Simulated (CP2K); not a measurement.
TaN:

```
Ta N
1.0
     5.19100    0.00000    0.00000
    -2.59550    4.49554    0.00000
     0.00000    0.00000    2.90800
Ta N
3 3
Direct
  0.66667 0.33333 0.50000
  0.33333 0.66667 0.50000
  0.00000 0.00000 0.00000
  0.00000 0.50000 0.00000
  0.50000 0.50000 0.00000
  0.50000 0.00000 0.00000
```

| Quantity | Value |
| --- | --- |
| Program | CP2K 2026.2 |
| Task | single point |
| Functional | PBE |
| Potentials or basis | POTENTIAL_UZH Ta GTH-PBE-q13, N GTH-PBE-q5; TZVP-MOLOPT-PBE-GTH basis |
| Density cutoff | 6123 eV |
| k mesh | 6 × 6 × 9 |
| Occupations | fermi-dirac, width 0.05 eV |
| Spin | no spin polarisation |

On this cell: pressure 5.2 GPa; largest force under 0.003 eV/Å; band gap on the k mesh none (metal or under the smearing width).

The same run follows on a disturbed copy (atoms moved at random, drawn with an rms of 0.05 Å):

```
Ta N
1.0
     5.19100    0.00000    0.00000
    -2.59550    4.49554    0.00000
     0.00000    0.00000    2.90800
Ta N
3 3
Cartesian
  2.5812 1.4999 1.4749
  -0.0185 2.9836 1.4560
  0.0232 -0.0137 -0.0269
  -1.3106 2.2445 0.0562
  1.3068 2.3019 0.0171
  2.5986 -0.0171 0.0122
```

Question: What changes?

Answer: The energy (extrapolated to zero smearing) moves by +6.9 meV/atom; pressure 5.4 GPa; largest force 0.902 eV/Å; band gap on the k mesh none (metal or under the smearing width).

Forces on the atoms (eV/Å):
```
Ta  -0.021 -0.295  0.181
Ta   0.197  0.232  0.570
Ta  -0.221 -0.299  0.413
N    0.006 -0.090 -0.898
N    0.461 -0.103 -0.183
N   -0.419  0.559 -0.096
```

Stress tensor (GPa, compression positive):
```
 5.58  0.16 -0.04
 0.16  4.60  0.12
-0.04  0.12  6.15
```

Caveats: the basis of atomic orbitals isn't converged, which shifts pressures, moduli and gaps.
